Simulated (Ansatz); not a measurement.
A 2-atom cell of MgSe started from a crystallographic database (r2SCAN geometry), in Ansatz:

```cif
data_structure
_symmetry_space_group_name_H-M 'Fm-3m'
_symmetry_Int_Tables_number 225
_cell_length_a 5.4726
_cell_length_b 5.4726
_cell_length_c 5.4726
_cell_angle_alpha 90.000
_cell_angle_beta 90.000
_cell_angle_gamma 90.000
_cell_volume 163.90
loop_
_atom_site_label
_atom_site_type_symbol
_atom_site_symmetry_multiplicity
_atom_site_Wyckoff_symbol
_atom_site_fract_x
_atom_site_fract_y
_atom_site_fract_z
_atom_site_occupancy
Mg1 Mg 4 a 0.00000 0.00000 0.00000 1
Se1 Se 4 b 0.50000 0.00000 0.00000 1
```

G0W0@PBE with 224 empty bands, a screening cutoff of 180 eV and a 6×6×6 mesh (PAW, contour deformation) gives 3.029 eV over the mesh points, from a PBE gap of 1.802 eV; it sums over 237 bands with 229 plane waves in the screening and a wave cutoff of 420 eV. G0W0 here is at a finite number of bands, screening cutoff and k mesh, not at the basis limit. The values are computed, spin-unpolarised, and not measurements.

Task: Estimate the gap with frequency model Godby-Needs pole.

Result: 2.988 eV (-0.041 eV), from a Kohn-Sham gap of 1.802 eV.

Task: Estimate the gap with empty bands 435, screening cutoff 260 eV.

Result: 3.095 eV (+0.066 eV), from a Kohn-Sham gap of 1.802 eV.

Task: Estimate the gap with mesh 8×8×8, empty bands 66, screening cutoff 80 eV.

Result: 2.808 eV (-0.221 eV), from a Kohn-Sham gap of 1.805 eV.

The runs are scalar-relativistic, without spin-orbit coupling.
